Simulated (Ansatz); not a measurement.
## Energy ranking of Mg structures (sheets)

The calculation used DFT PBE, scalar-relativistic, plane waves, PAW in Ansatz 0.2.0. All cells share a 420 eV cutoff and Γ-centred k meshes spaced at most about 0.3 Å⁻¹ (about 0.25 or finer for metals, 2π included). No spin polarisation.

Energies count from the standard state of Mg at the same level.

Temperature and zero-point effects are left out. Only the structures computed here compete, so a lower one can exist. The k mesh leaves some 4 meV/atom of noise in the energy of each metallic cell.

Invented guesses were relaxed alike, and ends that match in structure were merged. ΔE counts from the first row. Coordination counts all near atoms (those within 1.25 times the shortest distance at each site). All are two-dimensional sheets, periodic along a and b, with vacuum along c.

| # | reached from | layer group | atoms | Å²/atom | coordination | ΔE (meV/atom) | gap on mesh (eV) |
| --- | --- | --- | --- | --- | --- | --- | --- |
| 1 | random sheet | p4/mmm (No. 61) | 2 | 4.4 | Mg 5 | 0 | 0.00 |
| 2 | random sheet | p6/mmm (No. 80) | 1 | 8.1 | Mg 6 | 4 | 0.00 |
| 3 | random sheet | p6/mmm (No. 80) | 2 | 11.9 | Mg 3 | 451 | 0.00 |

The first two are tied within the noise. The first: Layer group p4/mmm (No. 61), a = 2.962 Å, b = 2.962 Å, γ = 90.0°, thickness 3.09 Å between the outermost nuclei. Mg at height 0.00 Å has 5 Mg at 2.96–3.09 Å. Its energy over the standard state is +0.58 eV/atom. So it is a metastable form at best.

```cif
data_structure
_symmetry_space_group_name_H-M 'P 1'
_symmetry_Int_Tables_number 1
_cell_length_a 2.9623
_cell_length_b 2.9623
_cell_length_c 30.1038
_cell_angle_alpha 90.000
_cell_angle_beta 90.000
_cell_angle_gamma 90.000
_cell_volume 264.16
loop_
_atom_site_label
_atom_site_type_symbol
_atom_site_fract_x
_atom_site_fract_y
_atom_site_fract_z
_atom_site_occupancy
Mg1 Mg 0.00000 0.00000 0.23096 1
Mg2 Mg 0.00000 0.00000 0.33375 1
```

The second: Layer group p6/mmm (No. 80), a = 3.056 Å, b = 3.056 Å, γ = 120.0°, thickness 0.00 Å between the outermost nuclei. Mg at height 0.00 Å has 6 Mg at 3.06 Å. Counting all near atoms, the first has Mg 5 and the second has Mg 6. Cells relaxed within their symmetry can be saddle points.
